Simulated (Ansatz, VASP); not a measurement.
## One calculation of SnTe, two programs

INCAR

```
SYSTEM = SnTe
ALGO     = Fast           ! electronic algorithm
EDIFF    = 1E-6           ! SCF threshold, eV
ENCUT    = 520            ! plane-wave cutoff, eV
GGA      = PE             ! functional
ISIF     = 2              ! what is computed and relaxed
ISMEAR   = 0              ! smearing method
IVDW     = 12             ! dispersion correction
LASPH    = .True.         ! aspherical terms in the spheres
LCHARG   = .False.        ! write CHGCAR
LREAL    = .False.        ! projectors in reciprocal space
LWAVE    = .False.        ! write WAVECAR
NBANDS   = 17             ! bands
NELM     = 100            ! most SCF steps
PREC     = Accurate       ! precision mode
SIGMA    = 0.15           ! smearing width, eV
```

File KPOINTS:

```
k-points
0
Gamma
  12 12 12
  0 0 0
```

File POSCAR:

```
SnTe
1.0
    3.9047000000      0.0000000000      0.0000000000
    0.0000000000      3.9047000000      0.0000000000
    0.0000000000      0.0000000000      3.9047000000
Sn Te
1 1
Direct
    0.0000000000      0.0000000000      0.0000000000
    0.5000000000      0.5960381079      0.5000000000
```

Input for Ansatz:

```yaml
crystal:
  lattice:
    - [3.9047, 0.0, 0.0]
    - [0.0, 3.9047, 0.0]
    - [0.0, 0.0, 3.9047]
  atoms:
    - { symbol: Sn, position: [0.0, 0.0, 0.0] }
    - { symbol: Te, position: [0.5, 0.5960381079, 0.5] }
basis:
  ecutwfc: 420
kpoints:
  mp_grid: { grid: [12, 12, 12] }
hamiltonian:
  xc: pbe
  dispersion: d3bj
scf:
  occupations: { method: gaussian, width: 0.15 }
output:
  forces: true
  stress: true
  eigenvalues: true
```

Change from the starting cell: all Te atoms moved +0.375 Å, as atom 2 along Cartesian [0 1 0].

Alike in both runs: task single point; functional PBE; dispersion D3(BJ); k mesh 12 × 12 × 12; occupations gaussian, width 0.15 eV; no spin polarisation.

|  | VASP | Ansatz |
| --- | --- | --- |
| version | VASP 6.6.1 | Ansatz 0.2.0 |
| potentials or method | VASP PAW PBE potentials, release 64 (Sn_d, Te) | scalar-relativistic, plane waves, PAW |
| plane-wave cutoff (eV) | 520 | 420 |
| valence electrons in the cell | 20 | 30 |

```tsv
	VASP	Ansatz	Ansatz less VASP
gap on the k mesh at the Fermi level (eV)	none	none	-
pressure (GPa)	-1.1	-1.0	+0.03
largest component of the traceless stress (GPa)	0.19	0.20	+0.008
rms of the force components (eV/Å)	0.026	0.029	+0.0023
```

Atom by atom the forces differ by 0.002 eV/Å (rms over components). A gap of «none» marks a metal or a gap that the smearing closes. The two sets of potentials don't hold the same shells in valence.

Caveats: pairwise dispersion overbinds metals, which lowers pressure and volume. The runs have no spin-orbit coupling, so splittings on Te are missing.
